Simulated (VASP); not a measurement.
# GaSb (Immm) in VASP: single point with PBE

Aim: the single point of GaSb with PBE.

Program: VASP 6.6.1. These are calculated values, not measurements. Logs are shortened: lines on timing, memory, paths and dates and some standing lists are left out, and cuts for length are marked.

## (1) The crystal as given

Symmetry: Immm, No. 71, orthorhombic system. The conventional cell has a = 3.112 Å, b = 5.350 Å, c = 5.787 Å, α = 90.00°, β = 90.00°, γ = 90.00°. Ga (site symmetry mmm) has 6 Sb at 2.89 to 3.09 Å and 2 Ga at 3.11 Å as nearest neighbours. Sb (site symmetry mmm) is surrounded by 6 Ga at 2.89 to 3.09 Å and 2 Sb at 3.11 Å.

Measurements of this composition are mostly on another form, of space group No. 216.

## (2) Single point, PBE

Input file INCAR:

```
SYSTEM = GaSb
PREC     = Accurate       ! precision mode
ENCUT    = 520            ! plane-wave cutoff, eV
EDIFF    = 1E-6           ! SCF threshold, eV
ISMEAR   = 0              ! smearing method
SIGMA    = 0.1            ! smearing width, eV
LREAL    = .FALSE.        ! projectors in reciprocal space
LASPH    = .TRUE.         ! aspherical terms in the spheres
NELM     = 80             ! most SCF steps
ALGO     = Fast           ! electronic algorithm
ISIF     = 2              ! what is computed and relaxed
LWAVE    = .FALSE.        ! write WAVECAR
LCHARG   = .TRUE.         ! write CHGCAR
GGA      = PE             ! functional
LELF     = .TRUE.         ! ELF
LVHAR    = .TRUE.       
NBANDS   = 16             ! bands
```

Input file KPOINTS:

```
Automatic mesh
0
G
  6 6 6
  0 0 0
```

Input file POSCAR:

```
GaSb
1.0
   -1.5559010000      2.6750030000      2.8933130000
    1.5559010000     -2.6750030000      2.8933130000
    1.5559010000      2.6750030000     -2.8933130000
Ga Sb
1 1
Direct
    0.0000000000      0.0000000000      0.0000000000
    0.5000000000      0.5000000000      0.0000000000
```

Potentials or basis: VASP PAW PBE potentials, release 64 (Ga_d, Sb).

The run is started by

```bash
$ cat potpaw_PBE.64/Ga_d/POTCAR potpaw_PBE.64/Sb/POTCAR > POTCAR
$ mpirun -np 1 vasp_std > vasp.out
```

OUTCAR:

```text
SYSTEM = GaSb
   PREC = Accurate
   ENCUT = 520
   EDIFF = 1E-6
   ISMEAR = 0
   LREAL = .FALSE.
   LASPH = .TRUE.
   NELM = 80
   ISIF = 2
   GGA = PE

 ion  position               nearest neighbor table
   1  0.000  0.000  0.000-   2 2.89   2 2.89   2 3.09   2 3.09   2 3.09   2 3.09
   2  0.500  0.500  0.000-   1 2.89   1 2.89   1 3.09   1 3.09   1 3.09   1 3.09

  LATTYP: Found a body centered orthorhombic cell.
 ALAT       =     3.1118020000
 B/A-ratio  =     1.7192629865
 C/A-ratio  =     1.8595739703

  Lattice vectors:

 A1 = (  -1.5559010000,   2.6750030000,   2.8933130000)
 A2 = (   1.5559010000,  -2.6750030000,   2.8933130000)
 A3 = (   1.5559010000,   2.6750030000,  -2.8933130000)

Analysis of symmetry for initial positions (statically):
=====================================================================
 Subroutine PRICEL returns:
 Original cell was already a primitive cell.

 Routine SETGRP: Setting up the symmetry group for a
 body centered orthorhombic supercell.

 Subroutine GETGRP returns: Found  8 space group operations
 (whereof  8 operations were pure point group operations)
 out of a pool of  8 trial point group operations.

The static configuration has the point symmetry D_2h.

Analysis of symmetry for dynamics (positions and initial velocities):
=====================================================================
 Subroutine PRICEL returns:
 Original cell was already a primitive cell.

 Routine SETGRP: Setting up the symmetry group for a
 body centered orthorhombic supercell.

 Subroutine GETGRP returns: Found  8 space group operations
 (whereof  8 operations were pure point group operations)
 out of a pool of  8 trial point group operations.

The dynamic configuration has the point symmetry D_2h.

 Subroutine INISYM returns: Found  8 space group operations
 (whereof  8 operations are pure point group operations),
 and found     1 'primitive' translations

----------------------------------------------------------------------------------------

                                     Primitive cell

  volume of cell :      48.1683

  direct lattice vectors                    reciprocal lattice vectors
    -1.555901000  2.675003000  2.893313000     0.000000000  0.186915678  0.172812274
     1.555901000 -2.675003000  2.893313000     0.321357207  0.000000000  0.172812274
     1.555901000  2.675003000 -2.893313000     0.321357207  0.186915678  0.000000000

  length of vectors
     4.236476022  4.236476022  4.236476022     0.254561491  0.364876057  0.371763265

[... 83 lines left out ...]
   NSW    =      0    number of steps for IOM
   IBRION =     -1    ionic relax: 0-MD 1-quasi-New 2-CG
   NFREE  =      0    steps in history (QN), initial steepest desc. (CG)
   ISIF   =      2    stress and relaxation
   ISYM   =      2    0-nonsym 1-usesym 2-fastsym
   POTIM  = 0.5000    time-step for ionic-motion
   TEBEG  =    0.0;   TEEND  =   0.0 temperature during run
   PSTRESS=    0.0 pullay stress
   NELECT =      18.0000    total number of electrons
   NUPDOWN=      -1.0000    fix difference up-down
   EMIN   =  10.00;   EMAX   =-10.00  energy-range for DOS
   EFERMI =   0.00;   METHOD = LEGACY
   ISMEAR =     0;   SIGMA  =   0.10  broadening in eV -4-tet -1-fermi 0-gaus
   EFERMI_NEDOS =   21; number of points for ismear=-14 and -15
   IALGO  =     68    algorithm
   IMIX   =      4    mixing-type and parameters
     AMIX     =   0.40;   BMIX     =  1.00
     AMIX_MAG =   1.60;   BMIX_MAG =  1.00
  volume/ion in A,a.u.               =      24.08       162.53
  Fermi-wavevector in a.u.,A,eV,Ry     =   1.179176  2.228319 18.918287  1.390455
  Thomas-Fermi vector in A             =   2.315491
   LORBIT       =      0    0 simple, 1 ext, 2 COOP (PROOUT), +10 PAW based schemes
   GGA     = PE    functional components
   LHFCALC =     F    Hartree Fock is set to
   AEXX    =    0.0000 exact exchange contribution
   IVDW    =     0    specifies the selected vdW correction
   LEPSILON=     F    determine dielectric tensor
   LRPA    =     F    only Hartree local field effects (RPA)
 non-spin polarized calculation
 RMM-DIIS sequential band-by-band and
 Gauss-broadening in eV      SIGMA  =   0.10
  energy-cutoff  :      520.00
  volume of cell :       48.17
 maximum number of plane-waves:      1318
   NGX = 15   NGY = 15   NGZ = 15

 number of electron      17.9999989 magnetization

 Free energy of the ion-electron system (eV)
  ---------------------------------------------------
  ext. energy  EPLUGINS =         0.00000000
  ---------------------------------------------------
  free energy    TOTEN  =        -6.99521450 eV

  energy without entropy =       -6.99003569  energy(sigma->0) =       -6.99262510

 E-fermi :   6.8062     XC(G=0): -10.2491

 val. band max:        6.7917204399   @ k =   0.5000   0.3333  -0.0000
 cond. band min:       6.8330078391   @ k =   0.5000   0.5000   0.3333
 fundamental gap:      0.0412873992
 Fermi energy:         6.8062264121

 k-point     1 :       0.0000    0.0000    0.0000
  band No.  band energies     occupation
      1      -8.3227      2.00000
      2      -8.2307      2.00000
      3      -8.2287      2.00000
      4      -8.2122      2.00000
      5      -8.1776      2.00000
      6      -5.3949      2.00000
[... 433 lines left out ...]
      3      -8.2370      2.00000
      4      -8.2061      2.00000
      5      -8.1635      2.00000
      6      -1.2868      2.00000
[... 8 lines left out ...]
     15      14.0061      0.00000
     16      16.4069      0.00000

 [... further k-points ...]

------------------------ aborting loop because EDIFF is reached ----------------------------------------

  FORCE on cell =-STRESS in cart. coord.  units (eV):
  Direction    XX          YY          ZZ          XY          YZ          ZX
  --------------------------------------------------------------------------------------
  -------------------------------------------------------------------------------------
  Total       -0.4903050     -0.1321786      0.6794692      0.0000000      0.0000000      0.0000000
  in kB      -16.3085457     -4.3965310     22.6005340      0.0000000      0.0000000      0.0000000
  external PRESSURE =       0.6318191 kB  Pullay stress =       0.0000000 kB

 VOLUME and BASIS-vectors are now :
 -----------------------------------------------------------------------------
  energy-cutoff  :      520.00
  volume of cell :       48.17
      direct lattice vectors                 reciprocal lattice vectors
    -1.555901000  2.675003000  2.893313000     0.000000000  0.186915678  0.172812274
     1.555901000 -2.675003000  2.893313000     0.321357207  0.000000000  0.172812274
     1.555901000  2.675003000 -2.893313000     0.321357207  0.186915678  0.000000000

 POSITION                                       TOTAL-FORCE (eV/Angst)
 -----------------------------------------------------------------------------------
      0.00000      0.00000      0.00000        -0.000000      0.000000      0.000000
      0.00000      0.00000      2.89331         0.000000     -0.000000     -0.000000
 -----------------------------------------------------------------------------------
    total drift:                               -0.000000      0.000000     -0.000000

  FREE ENERGIE OF THE ION-ELECTRON SYSTEM (eV)
  ---------------------------------------------------
  free  energy   TOTEN  =        -6.9952145039 eV

  energy  without entropy=       -6.9900356862  energy(sigma->0) =       -6.99262510
```

stdout:

```text
POSCAR found type information on POSCAR GaSb
 POSCAR found :  2 types and       2 ions
 scaLAPACK will be used
 LDA part: xc-table for (Slater+PW92), standard interpolation
 POSCAR, INCAR and KPOINTS ok, starting setup
 FFT: planning ... GRIDC
 FFT: planning ... GRID_SOFT
 FFT: planning ... GRID
 WAVECAR not read
 entering main loop
```

Wall time 24 s (1 thread of Intel Xeon Platinum 8488C (Sapphire Rapids), shared host); peak memory 0.19 GiB.

What came out:

| Quantity | Value |
| --- | --- |
| Free energy | -6.9952 eV |
| Pressure | 0.1 GPa |
| Band gap on the k mesh | none (metal or under the smearing width) |

Caveat: the k mesh is coarse (spacing up to 0.39 Å⁻¹), so the values aren't converged. The run has no spin-orbit coupling, so splittings on Sb are missing.
